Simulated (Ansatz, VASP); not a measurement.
Two plane-wave programs on BeTe

```
Te Be
1.0
     0.00000    2.77000    2.77000
     2.77000    0.00000    2.77000
     2.77000    2.77000    0.00000
Te Be
1 1
Direct
  0.75000 0.75000 0.75000
  0.00000 0.00000 0.00000
```

Alike in both runs: task single point; functional PBE; k mesh 8 × 8 × 8; occupations gaussian, width 0.011 eV; no spin polarisation.

|  | VASP | Ansatz |
| --- | --- | --- |
| version | VASP 6.6.1 | Ansatz 0.2.0 |
| potentials or method | VASP PAW PBE potentials, release 64 (Te, Be) | Ansatz PAW |
| plane-wave cutoff (eV) | 520 | 420 |
| valence electrons in the cell | 8 | 18 |

```csv
,VASP,Ansatz,Ansatz less VASP
gap on the k mesh at the Fermi level (eV),1.85,1.86,+0.016
least direct gap on the mesh (eV),3.56,3.59,+0.022
pressure (GPa),4.5,4.3,-0.18
```

With one functional, cell and mesh, what is left measures potentials, basis and numerics. The two sets of potentials don't hold the same shells in valence.

Caveats: spin-orbit coupling is left out, which moves the levels of the heavy elements. As with any semilocal functional, this PBE gap is likely too small. A k mesh can miss the band edges.
